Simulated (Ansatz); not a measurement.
**In2Sb: how settings move the results**

The task here is to estimate one member of a computed series from the others.

Computed with Ansatz 0.2.0 (DFT r2SCAN, scalar-relativistic, plane waves, PAW, unless a step's input says otherwise).

1 further run of the same task is left out (it didn't finish).

## The starting structure

The structure is hexagonal, space group P6_3/mmc (No. 194). The conventional cell has a = 5.380 Å, b = 5.380 Å, c = 6.723 Å, α = 90.00°, β = 90.00°, γ = 120.00°. In (site symmetry -6m2) has 5 Sb at 3.11 to 3.36 Å and 6 In at 3.53 Å as nearest neighbours. In (site symmetry -3m) is surrounded by 8 In at 3.36 to 3.53 Å and 6 Sb at 3.53 Å. Around Sb (site symmetry -6m2) lie 11 In at 3.11 to 3.53 Å.

Coordinates:

```
CELL_PARAMETERS angstrom
5.37990 0.00000 0.00000
-2.68995 4.65913 0.00000
0.00000 0.00000 6.72255
ATOMIC_POSITIONS crystal
In 0.66667 0.33333 0.25000
In 0.33333 0.66667 0.75000
In 0.00000 0.00000 0.50000
In 0.00000 0.00000 0.00000
Sb 0.66667 0.33333 0.75000
Sb 0.33333 0.66667 0.25000
```

Source of the structure: the Materials Project (structure only). It is taken as it stands there.

## The base run, which the others are set against

File input.yaml:

```yaml
crystal:
  lattice:
    - [5.3799042018, 0.0, 0.0]
    - [-2.6899521009, 4.6591337087, 0.0]
    - [0.0, 0.0, 6.722552]
  atoms:
    - { symbol: In, position: [0.66666667, 0.33333333, 0.25] }
    - { symbol: In, position: [0.33333333, 0.66666667, 0.75] }
    - { symbol: In, position: [0.0, 0.0, 0.5] }
    - { symbol: In, position: [0.0, 0.0, 0.0] }
    - { symbol: Sb, position: [0.66666667, 0.33333333, 0.75] }
    - { symbol: Sb, position: [0.33333333, 0.66666667, 0.25] }
basis:
  ecutwfc: 500
kpoints:
  mp_grid: { grid: [12, 12, 6] }
hamiltonian:
  xc: r2scan
scf:
  occupations: { method: gaussian, width: 0.1 }
output:
  forces: true
  stress: true
  eigenvalues: true
  populations: true
```

Its results, from an earlier run: -5907.5709 eV/atom at zero smearing, pressure -0.89 GPa, largest force 0.000 eV/Å, no gap on the mesh, in 7 SCF cycles and 81 s.

The first run:

File input.yaml:

```yaml
crystal:
  lattice:
    - [5.3799042018, 0.0, 0.0]
    - [-2.6899521009, 4.6591337087, 0.0]
    - [0.0, 0.0, 6.722552]
  atoms:
    - { symbol: In, position: [0.6666666667, 0.3333333333, 0.25] }
    - { symbol: In, position: [0.3333333333, 0.6666666667, 0.75] }
    - { symbol: In, position: [0.0, 0.0, 0.5] }
    - { symbol: In, position: [0.0, 0.0, 0.0] }
    - { symbol: Sb, position: [0.6666666667, 0.3333333333, 0.75] }
    - { symbol: Sb, position: [0.3333333333, 0.6666666667, 0.25] }
basis:
  ecutwfc: 500
kpoints:
  mp_grid: { grid: [1, 1, 1] }
hamiltonian:
  xc: r2scan
scf:
  occupations: { method: gaussian, width: 0.1 }
output:
  forces: true
  stress: true
  eigenvalues: true
```

The run is started by

```
$ ansatz run input.yaml --threads 1 --pin off --max-ram 2560MiB --backend cpu --events-out ev --progress --plain --runs-dir out
```

Steps of the session up to this table: K-point mesh: 1×1×1; K-point mesh: 3×3×1; K-point mesh: 3×3×2; K-point mesh: 3×3×4; K-point mesh: 6×6×4; K-point mesh set to 6×6×6; K-point mesh set to 12×12×8; K-point mesh: 12×12×10; K-point mesh set to 18×18×10; K-point mesh: 18×18×12.

One of the session's tables, all rows but one given; the rest of the session is left out.

It belongs to the step «The sweep of the k-point mesh side by side». 

| mesh | ΔE (meV/atom) | pressure (GPa) |
| --- | --- | --- |
| 1×1×1 | 1436 | 11.22 |
| 3×3×1 | -267 | -2.72 |
| 3×3×2 | ? | ? |
| 3×3×4 | 39.7 | -1.01 |
| 6×6×4 | 20.8 | -0.72 |
| 6×6×6 | 24.5 | -0.68 |
| 12×12×6 | 3.41 | -0.89 |
| 12×12×8 | 3.55 | -0.89 |
| 12×12×10 | 3.49 | -0.89 |
| 18×18×10 | 0.35 | -0.95 |
| 18×18×12 | 0.00 | -0.95 |

Q: Estimate the row for 3×3×2 from the others.

The run gave: ΔE (meV/atom): 56.0; pressure (GPa): -1.14. In the column «ΔE (meV/atom)» it lies between 3×3×4 (39.7) and 1×1×1 (1436).

To keep in mind: The error changes sign along the series, since a k mesh isn't variational, and a metal needs dense meshes to resolve its Fermi surface.
